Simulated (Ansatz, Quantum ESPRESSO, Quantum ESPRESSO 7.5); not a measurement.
## Ballistic transmission: 1 layers of Mo in Au(111), on the host's sites

How well does the junction conduct in the ballistic limit? It is: 1 layers of Mo in Au(111), on the host's sites.

Main program and level: Quantum ESPRESSO 7.5; plane-wave DFT, PBE, JTH PAW pseudopotentials (cross-check by Ansatz 0.2.0 with PAW datasets).

## 1. Set-up

The cell holds 15 atoms: 14 Au and 1 Mo. Cell: a = 2.949 Å, b = 2.949 Å, c = 35.801 Å, α = 90.0°, β = 90.0°, γ = 60.0°. It derives from Au. Regions: left lead, 6 atoms (6 Au); channel, 3 atoms (1 Mo and 2 Au); right lead, 6 atoms (6 Au). The structure is stacked along c, and the current runs across the ab planes.

Structure file:

```cif
data_structure
_symmetry_space_group_name_H-M 'P 1'
_symmetry_Int_Tables_number 1
_cell_length_a 2.9486
_cell_length_b 2.9486
_cell_length_c 35.8011
_cell_angle_alpha 90.000
_cell_angle_beta 90.000
_cell_angle_gamma 60.000
_cell_volume 269.57
loop_
_atom_site_label
_atom_site_type_symbol
_atom_site_fract_x
_atom_site_fract_y
_atom_site_fract_z
_atom_site_occupancy
Au1 Au 0.00000 0.00000 0.00000 1
Au2 Au 0.33333 0.33333 0.06725 1
Au3 Au 0.66667 0.66667 0.13450 1
Au4 Au 0.00000 0.00000 0.20174 1
Au5 Au 0.33333 0.33333 0.26899 1
Au6 Au 0.66667 0.66667 0.33624 1
Mo7 Mo 0.00000 0.00000 0.39913 1
Au8 Au 0.33333 0.33333 0.46202 1
Au9 Au 0.66667 0.66667 0.52926 1
Au10 Au 0.00000 0.00000 0.59651 1
Au11 Au 0.33333 0.33333 0.66376 1
Au12 Au 0.66667 0.66667 0.73101 1
Au13 Au 0.00000 0.00000 0.79826 1
Au14 Au 0.33333 0.33333 0.86550 1
Au15 Au 0.66667 0.66667 0.93275 1
```

## 2. Self-consistent run

One periodic cell holds a stretch of lead, the junction and more lead; the atoms stay as built.

Contents of scf.in:

```
&control
  prefix = 'scf'
  outdir = './out'
  pseudo_dir = './pseudo'
  calculation = 'scf'
  tprnfor = .true.
/
&system
  ibrav = 0
  nat = 15
  ntyp = 2
  ecutwfc = 45
  ecutrho = 360
  occupations = 'smearing'
  smearing = 'mv'
  degauss = 0.01
/
&electrons
  conv_thr = 1e-07
  mixing_beta = 0.25
  electron_maxstep = 120
  mixing_mode = 'local-TF'
/
ATOMIC_SPECIES
  Au  196.9666  Au.GGA_PBE-JTH.UPF
  Mo  95.9500  Mo.GGA_PBE-JTH.UPF
CELL_PARAMETERS angstrom
  2.94863527754790 0.00000000000000 0.00000000000000
  1.47431763877395 2.55359305685146 0.00000000000000
  0.00000000000000 0.00000000000000 35.80106802608552
ATOMIC_POSITIONS crystal
  Au  0.000000000000 0.000000000000 0.000000000000
  Au  0.333333333000 0.333333333000 0.067248011170
  Au  0.666666667000 0.666666667000 0.134496022340
  Au  0.000000000000 0.000000000000 0.201744033510
  Au  0.333333333000 0.333333333000 0.268992044681
  Au  0.666666667000 0.666666667000 0.336240055851
  Mo  0.000000000000 0.000000000000 0.399127983245
  Au  0.333333333000 0.333333333000 0.462015910639
  Au  0.666666667000 0.666666667000 0.529263921809
  Au  0.000000000000 0.000000000000 0.596511932979
  Au  0.333333333000 0.333333333000 0.663759944149
  Au  0.666666667000 0.666666667000 0.731007955319
  Au  0.000000000000 0.000000000000 0.798255966490
  Au  0.333333333000 0.333333333000 0.865503977660
  Au  0.666666667000 0.666666667000 0.932751988830
K_POINTS automatic
  9 9 1 0 0 0
```

Launch:

```sh
> OMP_NUM_THREADS=1 mpirun -n 4 pw.x -nk 4 -in scf.in > scf.out
```

Log:

```text
Program PWSCF v.7.5 starts
[citation notice left out]

     Parallel version (MPI & OpenMP), running on       4 processor cores
     Number of MPI processes:                 4
     Threads/MPI process:                     1

     MPI processes distributed on     1 nodes
[...]
Current dimensions of program PWSCF are:
     Max number of different atomic species (ntypx) = 10
     Max number of k-points (npk) =  40000
     Max angular momentum in pseudopotentials (lmaxx) =  4
     file Au.GGA_PBE-JTH.UPF: wavefunction(s)  6S 0S 6P 0P 5D 0D renormalized
     file Mo.GGA_PBE-JTH.UPF: wavefunction(s)  4S 5S 4P 0P 4D 0D renormalized
     Message from routine setup:
     using ibrav=0 with symmetry is DISCOURAGED, use correct ibrav instead

     K-points division:     npool     =       4
     Subspace diagonalization in iterative solution of the eigenvalue problem:
     a serial algorithm will be used

     G-vector sticks info
     --------------------
     sticks:   dense  smooth     PW     G-vecs:    dense   smooth      PW
     Sum         769     379    121               209761    74119   12977

     Using Slab Decomposition

     bravais-lattice index     =            0
     lattice parameter (alat)  =       5.5721  a.u.
     unit-cell volume          =    1819.1367 (a.u.)^3
     number of atoms/cell      =           15
     number of atomic types    =            2
     number of electrons       =       168.00
     number of Kohn-Sham states=          101
     kinetic-energy cutoff     =      45.0000  Ry
     charge density cutoff     =     360.0000  Ry
     scf convergence threshold =      1.0E-07
     mixing beta               =       0.2500
     number of iterations used =            8  local-TF  mixing
     Exchange-correlation= SLA PW PBX PBC
                           (   1   4   3   4   0   0   0)

     celldm(1)=   5.572113  celldm(2)=   0.000000  celldm(3)=   0.000000
     celldm(4)=   0.000000  celldm(5)=   0.000000  celldm(6)=   0.000000

     crystal axes: (cart. coord. in units of alat)
               a(1) = (   1.000000   0.000000   0.000000 )
               a(2) = (   0.500000   0.866025   0.000000 )
               a(3) = (   0.000000   0.000000  12.141572 )

     reciprocal axes: (cart. coord. in units 2 pi/alat)
               b(1) = (  1.000000 -0.577350  0.000000 )
               b(2) = (  0.000000  1.154701  0.000000 )
               b(3) = (  0.000000  0.000000  0.082362 )

     PseudoPot. # 1 for Au read from file:
     ./pseudo/Au.GGA_PBE-JTH.UPF
     Pseudo is Projector augmented-wave + core cor, Zval = 11.0
     Generated using ATOMPAW code
     Shape of augmentation charge: SINC**2
     Using radial grid of 1127 points,  6 beta functions with:
                l(1) =   0
                l(2) =   0
                l(3) =   1
                l(4) =   1
                l(5) =   2
                l(6) =   2
     Q(r) pseudized with 0 coefficients

     PseudoPot. # 2 for Mo read from file:
     ./pseudo/Mo.GGA_PBE-JTH.UPF
     Pseudo is Projector augmented-wave + core cor, Zval = 14.0
     Generated using ATOMPAW code
     Shape of augmentation charge: SINC**2
     Using radial grid of 1076 points,  6 beta functions with:
                l(1) =   0
                l(2) =   0
                l(3) =   1
                l(4) =   1
                l(5) =   2
                l(6) =   2
     Q(r) pseudized with 0 coefficients

     atomic species   valence    mass     pseudopotential
     Au               11.00   196.96660     Au( 1.00)
     Mo               14.00    95.95000     Mo( 1.00)

      6 Sym. Ops. (no inversion) found

   Cartesian axes

     site n.     atom                  positions (alat units)
         1        Au     tau(   1) = (   0.0000000   0.0000000   0.0000000  )
         2        Au     tau(   2) = (   0.5000000   0.2886751   0.8164966  )
         3        Au     tau(   3) = (   1.0000000   0.5773503   1.6329932  )
         4        Au     tau(   4) = (   0.0000000   0.0000000   2.4494897  )
         5        Au     tau(   5) = (   0.5000000   0.2886751   3.2659863  )
         6        Au     tau(   6) = (   1.0000000   0.5773503   4.0824829  )
         7        Mo     tau(   7) = (   0.0000000   0.0000000   4.8460412  )
         8        Au     tau(   8) = (   0.5000000   0.2886751   5.6095995  )
         9        Au     tau(   9) = (   1.0000000   0.5773503   6.4260961  )
        10        Au     tau(  10) = (   0.0000000   0.0000000   7.2425927  )
        11        Au     tau(  11) = (   0.5000000   0.2886751   8.0590893  )
        12        Au     tau(  12) = (   1.0000000   0.5773503   8.8755858  )
        13        Au     tau(  13) = (   0.0000000   0.0000000   9.6920824  )
        14        Au     tau(  14) = (   0.5000000   0.2886751  10.5085790  )
        15        Au     tau(  15) = (   1.0000000   0.5773503  11.3250756  )

     number of k points=    12  Marzari-Vanderbilt smearing, width (Ry)=  0.0100
                       cart. coord. in units 2pi/alat
        k(    1) = (   0.0000000   0.0000000   0.0000000), wk =   0.0246914
        k(    2) = (   0.0000000   0.1283001   0.0000000), wk =   0.1481481
        k(    3) = (   0.0000000   0.2566001   0.0000000), wk =   0.1481481
        k(    4) = (   0.0000000   0.3849002   0.0000000), wk =   0.1481481
        k(    5) = (   0.0000000   0.5132002   0.0000000), wk =   0.1481481
        k(    6) = (   0.1111111   0.1924501   0.0000000), wk =   0.1481481
        k(    7) = (   0.1111111   0.3207501   0.0000000), wk =   0.2962963
        k(    8) = (   0.1111111   0.4490502   0.0000000), wk =   0.2962963
        k(    9) = (   0.1111111  -0.5773503   0.0000000), wk =   0.1481481
        k(   10) = (   0.2222222   0.3849002   0.0000000), wk =   0.1481481
        k(   11) = (   0.2222222  -0.6415003   0.0000000), wk =   0.2962963
        k(   12) = (   0.3333333  -0.5773503   0.0000000), wk =   0.0493827

     Dense  grid:   209761 G-vectors     FFT dimensions: (  36,  36, 432)

     Smooth grid:    74119 G-vectors     FFT dimensions: (  24,  24, 300)

     Estimated max dynamical RAM per process >     411.94 MB

     Estimated total dynamical RAM >       1.46 GB

     Initial potential from superposition of free atoms

     starting charge     167.9972, renormalised to     168.0000
     Starting wfcs are  270 randomized atomic wfcs
     Checking if some PAW data can be deallocated...

     total cpu time spent up to now is        7.6 secs

     per-process dynamical memory:   204.7 Mb

     Self-consistent Calculation

     iteration #  1     ecut=    45.00 Ry     beta= 0.25
[...]
10.8988  10.9012  10.9012  10.9516  10.9516  10.9544  10.9544  11.4068
    11.4474  11.5566  11.5566  11.7387  11.7387  12.0201  12.0201  12.0282
    12.0282  12.0415  12.0415  12.0565  12.0565  12.0779  12.0779  12.2086
    12.2086  12.3463  12.3463  12.4626  12.5500  12.5500  12.7131  12.7131
    12.8215  12.8932  12.8932  13.0196  13.0196  13.1098  13.1098  13.3696
    14.2397  14.3442  14.7859  14.7859  16.7062  16.7062  18.2164  18.8211
    20.2585  20.9503  22.8027  23.4487  25.4737

          k = 0.0000 0.1283 0.0000 (  9177 PWs)   bands (ev):

   -46.0958 -20.3225 -19.7850 -19.7237   6.2198   6.3336   6.3943   6.7201
     6.8538   7.3330   7.5090   7.9898   8.1502   8.4014   8.4920   8.5606
     8.5881   8.5989   9.3192  10.1439  10.2458  10.2697  10.2876  10.3473
    10.3571  10.4199  10.4649  10.5175  10.5287  10.5588  10.5864  10.6090
    10.6352  10.6604  10.7148  10.7160  10.7748  10.8242  10.8407  10.8624
    10.8655  10.8896  10.8956  10.9183  10.9301  10.9510  10.9782  10.9793
    10.9897  10.9991  11.0038  11.0566  11.0622  11.0676  11.1238  11.1432
    11.1758  11.3487  11.5330  11.5332  11.6256  11.6727  11.7460  11.7829
    11.7987  11.8606  11.8823  11.9857  11.9940  12.0701  12.1029  12.1232
    12.1830  12.2033  12.2641  12.3459  12.3847  12.5718  12.6823  12.7400
    12.7955  12.9102  13.0441  13.1316  13.1408  13.4887  13.8822  14.4262
    14.5608  15.0758  15.1147  15.5315  16.6576  17.0266  18.3543  18.9182
    20.4942  21.1011  23.0303  23.5973  25.7000

          k = 0.0000 0.2566 0.0000 (  9236 PWs)   bands (ev):

   -46.0699 -20.2932 -19.9841 -19.7705   7.1874   7.2589   7.3511   7.5740
     7.7392   8.1032   8.2709   8.6713   8.8134   8.9721   9.0561   9.1323
     9.2326   9.3225   9.5166   9.6647   9.7745   9.8292   9.9503  10.0542
    10.0950  10.1250  10.1473  10.2098  10.2471  10.2908  10.3010  10.3855
    10.4458  10.5018  10.5791  10.7430  10.8480  10.8830  10.8906  10.9011
    10.9541  10.9719  10.9793  10.9928  11.0183  11.0533  11.1025  11.1212
    11.1399  11.2430  11.2521  11.3179  11.3546  11.3574  11.4223  11.4550
    11.4834  11.4837  11.5082  11.5584  11.6375  11.6828  11.7152  11.7771
    11.7842  11.8262  11.8737  11.9385  11.9795  12.0795  12.1554  12.1928
    12.3014  12.3876  12.4718  12.4954  12.6008  12.6611  12.7881  12.9448
    13.0914  13.1509  13.1803  13.3470  13.8124  14.2877  14.4572  14.9903
    15.6970  15.9087  16.1320  16.5278  17.3427  17.5646  19.0408  19.5206
    21.1328  21.7318  23.5383  23.8927  25.0053

          k = 0.0000 0.3849 0.0000 (  9256 PWs)   bands (ev):

   -46.0402 -20.2597 -20.2050 -19.8232   8.1238   8.1706   8.2590   8.4070
     8.5050   8.6593   8.7184   8.7646   8.8174   8.8918   8.9953   9.1124
     9.1300   9.1776   9.2566   9.3020   9.3617   9.4253   9.4932   9.6645
     9.7973   9.9330  10.1171  10.2602  10.3092  10.4774  10.5708  10.6774
    10.7282  10.7625  10.8164  10.8324  10.8427  10.8513  10.8852  10.8928
    11.0301  11.0365  11.1388  11.1457  11.1682  11.2778  11.3630  11.4320
    11.4751  11.5213  11.5887  11.7531  11.8869  11.9411  12.0379  12.0387
    12.1514  12.1633  12.2348  12.3407  12.3509  12.4427  12.4896  12.5106
    12.5264  12.5321  12.5508  12.5751  12.5940  12.6014  12.6272  12.6360
    12.6893  12.7414  12.7847  12.8064  12.8469  12.8644  12.9086  12.9961
    13.1398  13.2370  13.5318  13.8163  14.7203  15.0775  15.4606  16.0328
    16.3467  16.8166  17.0963  17.0995  18.1428  18.9224  19.7739  20.9420
    21.0187  21.1707  21.3727  21.4120  21.8366

          k = 0.0000 0.5132 0.0000 (  9276 PWs)   bands (ev):

   -46.0208 -20.3463 -20.2377 -19.8574   8.2671   8.3468   8.4173   8.5471
     8.5815   8.6246   8.6501   8.7323   8.7681   8.8416   8.8737   8.8984
     8.9440   8.9569   9.0072   9.0441   9.0924   9.1552   9.2371   9.4620
     9.6246   9.8523   9.9897  10.2438  10.2773  10.4597  10.5512  10.6252
    10.6298  10.6790  10.6991  10.7879  10.7918  10.8805  11.0176  11.0856
    11.1558  11.2484  11.3509  11.4575  11.5235  11.5291  11.7458  12.0073
    12.0648  12.1532  12.2212  12.2938  12.3478  12.5791  12.6982  12.7335
    12.7623  12.8138  12.8162  12.9490  12.9556  13.0369  13.0518  13.0609
    13.0744  13.0952  13.1193  13.1477  13.1716  13.1922  13.2097  13.2198
    13.2343  13.2935  13.3590  13.3897  13.6428  13.9601  14.1967  14.4612
    14.6259  14.6651  14.7279  15.0178  15.8733  16.0745  16.2015  16.3859
    17.1634  17.2995  17.5958  17.6963  17.8822  17.9669  18.1000  18.2139
    18.6961  18.9608  19.3515  19.9689  20.0669

          k = 0.1111 0.1925 0.0000 (  9192 PWs)   bands (ev):

   -46.0777 -20.3021 -19.9172 -19.7637   6.8933   6.9919   7.0550   7.3416
     7.4780   7.9132   8.0846   8.5548   8.6953   8.9339   9.0122   9.0693
     9.0901   9.0906   9.5505   9.9231   9.9356   9.9732  10.0237  10.0571
    10.1409  10.1882  10.2110  10.2400  10.2415  10.2896  10.3038  10.3508
    10.3652  10.3896  10.5166  10.5542  10.7008  10.7867  10.8139  10.8944
    10.9067  10.9321  10.9744  11.0141  11.0228  11.0435  11.0761  11.0803
    11.1076  11.1697  11.2010  11.2087  11.2576  11.3019  11.3664  11.4211
    11.4222  11.4789  11.5084  11.5435  11.5988  11.6569  11.7094  11.7589
    11.7657  11.7735  11.7814  11.8788  11.8916  11.9745  12.0582  12.2623
    12.2824  12.3255  12.3971  12.4478  12.5301  12.6245  12.8075  12.8899
    12.9213  13.0139  13.0240  13.5283  13.5537  14.1825  14.2466  14.6707
    15.3784  15.7231  15.8767  16.5197  16.9247  17.4354  18.8694  19.2062
    21.0132  21.4329  23.4461  23.8590  25.9330

[...]
the Fermi energy is    15.0799 ev

!    total energy              =  -11215.84979670 Ry
     total all-electron energy =    -11215.849797 Ry
     estimated scf accuracy    <       0.00000003 Ry
     smearing contrib. (-TS)   =      -0.00082557 Ry
     internal energy E=F+TS    =  -11215.84897113 Ry

     The total energy is F=E-TS. E is the sum of the following terms:
     one-electron contribution =      53.15730973 Ry
     hartree contribution      =     175.53998537 Ry
     xc contribution           =    -171.79759981 Ry
     ewald contribution        =   -1057.89798324 Ry
     one-center paw contrib.   =  -10214.85068317 Ry

     convergence has been achieved in  20 iterations

     Forces acting on atoms (cartesian axes, Ry/au):

     atom    1 type  1   force =     0.00000000    0.00000000    0.00038870
     atom    2 type  1   force =     0.00000000    0.00000000   -0.00016293
     atom    3 type  1   force =     0.00000000    0.00000000    0.00022655
     atom    4 type  1   force =     0.00000000    0.00000000   -0.00258818
     atom    5 type  1   force =     0.00000000    0.00000000   -0.00039131
     atom    6 type  1   force =     0.00000000    0.00000000   -0.00192050
     atom    7 type  2   force =     0.00000000    0.00000000   -0.00000469
     atom    8 type  1   force =     0.00000000    0.00000000    0.00195849
     atom    9 type  1   force =     0.00000000    0.00000000    0.00043423
     atom   10 type  1   force =     0.00000000    0.00000000    0.00255124
     atom   11 type  1   force =     0.00000000    0.00000000   -0.00022536
     atom   12 type  1   force =     0.00000000    0.00000000    0.00012084
     atom   13 type  1   force =     0.00000000    0.00000000   -0.00039016
     atom   14 type  1   force =     0.00000000    0.00000000    0.00020611
     atom   15 type  1   force =     0.00000000    0.00000000   -0.00020303

     Total force =     0.004648     Total SCF correction =     0.001041
     SCF correction compared to forces is large: reduce conv_thr to get better values

[...]
=------------------------------------------------------------------------------=
   JOB DONE.
=------------------------------------------------------------------------------=
```

Wall time 3.3 min (4 MPI ranks of Arm Neoverse V2, shared host); peak memory 1.5 GiB.

Read from the output:

```
free energy  : -152599.4104 eV
Fermi energy : 15.08 eV
```

The program's own clock; routines nest. Time by routine:

| routine | wall time (s) | calls |
| --- | --- | --- |
| PWSCF | 198.2 | 1 |
| electrons | 188.6 | 1 |
| c_bands | 146 | 20 |
| cegterg | 129.4 | 60 |
| h_psi | 71.61 | 298 |
| fftw | 44.54 | 41444 |
| vloc_psi | 42.01 | 298 |
| calbec | 20.19 | 370 |
| sum_band | 20.12 | 20 |
| add_vuspsi | 14.47 | 298 |
| s_psi | 14.43 | 298 |
| h_psi:calbec | 14.4 | 298 |
| PAW_pot | 10.43 | 21 |
| init_run | 7.43 | 1 |

The run needed 20 iterations to bring the estimated error under 1e-07 Ry; the largest force on any atom, held or free, is 0.07 eV/Å.

(Continued in part 2 of 4.)

[Logs are printed without paths, hosts, clocks, repeated set-up lines and the standing remarks that a program may print on its own settings, such as how far it seeks lower states.]

[Hosts, paths, dates, database ids (printed as entryN), source tags and the programs' standing remarks are cut or masked in the printed files.]

[Maps of the electrostatic potential energy from Ansatz leave out the sawtooth potential of an applied field or a dipole correction, so their vacuum need not be flat; planar profiles and work functions include it.]
